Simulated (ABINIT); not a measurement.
Crystal: GaN.

```
CELL_PARAMETERS angstrom
0.00000 2.25350 2.25350
2.25350 0.00000 2.25350
2.25350 2.25350 0.00000
ATOMIC_POSITIONS crystal
Ga 0.00000 0.00000 0.00000
N 0.25000 0.25000 0.25000
```

The cell is a database's computed one.

Base run:

| Item | Value |
| --- | --- |
| Program | ABINIT 10.8.3 (patched build) |
| Functional | r2SCAN |
| Potentials or basis | JTH PAW PBE v2.0 |
| Cutoff | 844 eV |
| k mesh | 10 × 10 × 10 |
| Occupations | fermi-dirac, width 0.05 eV |
| Spin | no spin polarisation |

Its results: band gap on the k mesh 2.13 eV, direct; pressure 2.3 GPa.

**Question.** After a change of settings the same cell gave: band gap on the k mesh 1.74 eV, direct; pressure 9.8 GPa. Which change was it?
A. functional from r2SCAN to LDA
B. functional from r2SCAN to PBEsol
C. functional from r2SCAN to RPBE
D. functional from r2SCAN to BLYP

**Answer.** C.

r2SCAN gives the wider gap, since meta-GGAs in the generalised Kohn-Sham scheme recover part of the derivative discontinuity.

Caveats: the PAW data sets were made with another functional, which shifts forces and pressure a little.

Runs at the PBE level aren't shown here.
